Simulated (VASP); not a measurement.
# Li (a cell with a defect) in VASP: notebook, part 2 of 2

VASP 6.6.1. The steps go on from the part before.

## (4) Single point, PBE

The input, INCAR:

```
PREC = Accurate
ENCUT = 520
EDIFF = 1E-7
ISMEAR = 1
SIGMA = 0.1
LREAL = Auto
LASPH = T
NELM = 100
ALGO = Normal
ISIF = 2
LWAVE = F
LCHARG = F
GGA = PE
NBANDS = 36
```

The input, KPOINTS:

```
regular mesh
0
Gamma
  2 2 2
```

The input, POSCAR:

```
Li
1.0
    6.8672126126      0.0000000000      0.0000000000
    0.0000000000      6.8672126126      0.0000000000
    0.0000000000      0.0000000000      6.8672126126
Li
15
Direct
   -0.0013868800     -0.0013846957      0.5101244417
   -0.0013870256      0.5101224030     -0.0013874625
    0.0144843338      0.4848769345      0.4848794100
    0.5101237136     -0.0013848414     -0.0013874625
    0.4848794100      0.0144865181      0.4848798469
    0.4848791188      0.4848770801      0.0144838970
    0.4915630534      0.4915611603      0.4915633446
    0.1682888044      0.1682908431      0.1682892412
    0.2491945563      0.2491963037      0.7486950368
    0.2491947019      0.7486947456      0.2491952844
    0.2375479095      0.7695423599      0.7695430880
    0.7486959106      0.2491965950      0.2491955756
    0.7695443986      0.2375495113      0.7695435249
    0.7695436705      0.7695420687      0.2375486376
    0.7415008515      0.7414995410      0.7414999778
```

Potentials or basis: VASP PAW PBE potentials, release 64 (Li_sv).

The run is started by

```
> cat potpaw_PBE.64/Li_sv/POTCAR > POTCAR
> mpirun -np 1 vasp_std > vasp.out
```

OUTCAR:

```text
PREC = Accurate
   ENCUT = 520
   EDIFF = 1E-7
   ISMEAR = 1
   LREAL = Auto
   LASPH = T
   NELM = 100
   ISIF = 2
   GGA = PE

 ion  position               nearest neighbor table
   1  0.999  0.999  0.510-
   2  0.999  0.510  0.999-
   3  0.014  0.485  0.485-
   4  0.510  0.999  0.999-
   5  0.485  0.014  0.485-
   6  0.485  0.485  0.014-
   7  0.492  0.492  0.492-
   8  0.168  0.168  0.168-
   9  0.249  0.249  0.749-
  10  0.249  0.749  0.249-
  11  0.238  0.770  0.770-
  12  0.749  0.249  0.249-
  13  0.770  0.238  0.770-
  14  0.770  0.770  0.238-
  15  0.742  0.741  0.741-

  LATTYP: Found a simple cubic cell.
 ALAT       =     6.8672126126

  Lattice vectors:

 A1 = (   6.8672126126,   0.0000000000,   0.0000000000)
 A2 = (   0.0000000000,   6.8672126126,   0.0000000000)
 A3 = (   0.0000000000,   0.0000000000,   6.8672126126)

Analysis of symmetry for initial positions (statically):
=====================================================================
 Subroutine PRICEL returns:
 Original cell was already a primitive cell.

 Routine SETGRP: Setting up the symmetry group for a
 simple cubic supercell.

 Subroutine GETGRP returns: Found  6 space group operations
 (whereof  6 operations were pure point group operations)
 out of a pool of 48 trial point group operations.

The static configuration has the point symmetry C_3v.

Analysis of symmetry for dynamics (positions and initial velocities):
=====================================================================
[... 143 lines left out ...]
   IVDW    =     0    specifies the selected vdW correction
   LEPSILON=     F    determine dielectric tensor
   LRPA    =     F    only Hartree local field effects (RPA)
 non-spin polarized calculation
 Methfessel and Paxton  Order N= 1 SIGMA  =   0.10
  energy-cutoff  :      520.00
  volume of cell :      323.85
 maximum number of plane-waves:      8744
 NGX is ok and might be reduce to    54
   NGX = 25   NGY = 25   NGZ = 25

 number of electron      45.0000024 magnetization

 Free energy of the ion-electron system (eV)
  ---------------------------------------------------
  ext. energy  EPLUGINS =         0.00000000
  ---------------------------------------------------
  free energy    TOTEN  =       -27.41723512 eV

  energy without entropy =      -27.40582144  energy(sigma->0) =      -27.41343056

 E-fermi :   0.3601     XC(G=0):  -6.8818

 val. band max:        0.3438275041   @ k =   0.5000   0.5000   0.0000
 cond. band min:       0.3697398652   @ k =   0.5000   0.5000   0.0000
 fundamental gap:      0.0259123611
 Fermi energy:         0.3601329970

 k-point     1 :       0.0000    0.0000    0.0000
  band No.  band energies     occupation
      1     -46.4121      2.00000
      2     -46.3960      2.00000
      3     -46.2482      2.00000
      4     -46.2351      2.00000
      5     -46.2338      2.00000
      6     -46.2336      2.00000
[... 137 lines left out ...]
     33       3.2428      0.00000
     34       3.2750      0.00000
 [bands above 34 left out]

------------------------ aborting loop because EDIFF is reached ----------------------------------------

  FORCE on cell =-STRESS in cart. coord.  units (eV):
  Direction    XX          YY          ZZ          XY          YZ          ZX
  --------------------------------------------------------------------------------------
  -------------------------------------------------------------------------------------
  Total       -0.7228376     -0.7228376     -0.7228376      0.1807061      0.1807061      0.1807061
  in kB       -3.5761016     -3.5761016     -3.5761016      0.8940092      0.8940092      0.8940092
  external PRESSURE =      -3.5761016 kB  Pullay stress =       0.0000000 kB

 VOLUME and BASIS-vectors are now :
 -----------------------------------------------------------------------------
  energy-cutoff  :      520.00
  volume of cell :      323.85
      direct lattice vectors                 reciprocal lattice vectors
     6.867212613  0.000000000  0.000000000     0.145619490  0.000000000  0.000000000
     0.000000000  6.867212613  0.000000000     0.000000000  0.145619490  0.000000000
     0.000000000  0.000000000  6.867212613     0.000000000  0.000000000  0.145619490

 POSITION                                       TOTAL-FORCE (eV/Angst)
 -----------------------------------------------------------------------------------
      6.85769      6.85770      3.50313        -0.005015     -0.005015      0.002145
      6.85769      3.50312      6.85768        -0.005015      0.002145     -0.005015
      0.09947      3.32975      3.32977        -0.001886      0.001129      0.001129
      3.50313      6.85770      6.85768         0.002145     -0.005015     -0.005015
      3.32977      0.09948      3.32977         0.001129     -0.001886      0.001129
      3.32977      3.32975      0.09946         0.001129      0.001129     -0.001886
      3.37567      3.37565      3.37567        -0.027017     -0.027017     -0.027017
      1.15568      1.15569      1.15568         0.054201      0.054201      0.054201
      1.71127      1.71128      5.14145        -0.004872     -0.004872      0.002748
      1.71127      5.14145      1.71128        -0.004872      0.002748     -0.004872
      1.63129      5.28461      5.28462         0.005696     -0.004265     -0.004265
      5.14145      1.71129      1.71128         0.002748     -0.004872     -0.004872
      5.28463      1.63130      5.28462        -0.004265      0.005696     -0.004265
      5.28462      5.28461      1.63130        -0.004265     -0.004265      0.005696
      5.09204      5.09204      5.09204        -0.009841     -0.009841     -0.009841
 -----------------------------------------------------------------------------------
    total drift:                                0.006456      0.005967      0.006821

  FREE ENERGIE OF THE ION-ELECTRON SYSTEM (eV)
  ---------------------------------------------------
  free  energy   TOTEN  =       -27.4172351168 eV

  energy  without entropy=      -27.4058214443  energy(sigma->0) =      -27.41343056
```

OSZICAR:

```text
N       E                     dE             d eps       ncg     rms          rms(c)
DAV:   1     0.259782747601E+03    0.25978E+03   -0.19919E+04   296   0.123E+03
DAV:   2     0.426002995144E+02   -0.21718E+03   -0.20460E+03   288   0.339E+02
DAV:   3    -0.118773687342E+02   -0.54478E+02   -0.52363E+02   504   0.809E+01
DAV:   4    -0.248123670558E+02   -0.12935E+02   -0.12690E+02   492   0.650E+01
DAV:   5    -0.274534414548E+02   -0.26411E+01   -0.26402E+01   536   0.185E+01    0.131E+00
DAV:   6    -0.274382441130E+02    0.15197E-01   -0.62846E-01   452   0.463E+00    0.690E-01
DAV:   7    -0.274160992044E+02    0.22145E-01   -0.10170E-01   488   0.141E+00    0.152E-01
DAV:   8    -0.274171475411E+02   -0.10483E-02   -0.16167E-02   436   0.533E-01    0.117E-01
DAV:   9    -0.274172335768E+02   -0.86036E-04   -0.10992E-03   452   0.139E-01    0.650E-02
DAV:  10    -0.274172328971E+02    0.67974E-06   -0.93023E-05   472   0.471E-02    0.822E-03
DAV:  11    -0.274172344963E+02   -0.15992E-05   -0.19900E-05   428   0.182E-02    0.441E-03
DAV:  12    -0.274172353133E+02   -0.81703E-06   -0.17904E-06   512   0.576E-03    0.252E-03
DAV:  13    -0.274172346199E+02    0.69336E-06   -0.63792E-07   396   0.311E-03    0.484E-04
DAV:  14    -0.274172348123E+02   -0.19230E-06   -0.53735E-08   204   0.128E-03    0.215E-04
DAV:  15    -0.274172350333E+02   -0.22106E-06   -0.19390E-08   204   0.925E-04    0.708E-05
DAV:  16    -0.274172351168E+02   -0.83450E-07   -0.84437E-09   204   0.542E-04
   1 F= -.27417235E+02 E0= -.27413431E+02  d E =-.114137E-01
```

stdout:

```text
POSCAR found type information on POSCAR Li
 POSCAR found :  1 types and      15 ions
 scaLAPACK will be used
 LDA part: xc-table for (Slater+PW92), standard interpolation
 POSCAR, INCAR and KPOINTS ok, starting setup
 FFT: planning ... GRIDC
 FFT: planning ... GRID_SOFT
 FFT: planning ... GRID
 WAVECAR not read
 entering main loop
```

Run time: 94 s. Hardware: 1 thread of Intel Xeon Platinum 8488C (Sapphire Rapids), shared host; peak memory 0.36 GiB.

Results:

```yaml
Free_energy: -27.4172 eV
Largest_force: 0.094 eV/Å
Band_gap_on_the_k_mesh: none (metal or under the smearing width)
```

Forces in eV/Å, atoms in the order of the input:
```
Li  -0.005 -0.005  0.002
Li  -0.005  0.002 -0.005
Li  -0.002  0.001  0.001
Li   0.002 -0.005 -0.005
Li   0.001 -0.002  0.001
Li   0.001  0.001 -0.002
Li  -0.027 -0.027 -0.027
Li   0.054  0.054  0.054
Li  -0.005 -0.005  0.003
Li  -0.005  0.003 -0.005
Li   0.006 -0.004 -0.004
Li   0.003 -0.005 -0.005
Li  -0.004  0.006 -0.004
Li  -0.004 -0.004  0.006
Li  -0.010 -0.010 -0.010
```

Caveat: the k mesh is coarse (spacing up to 0.46 Å⁻¹), so the values aren't converged; the cutoff is under 1.25 times the usual one of these potentials, so pressure, stress and relaxed cells hold a basis-set (Pulay) error.
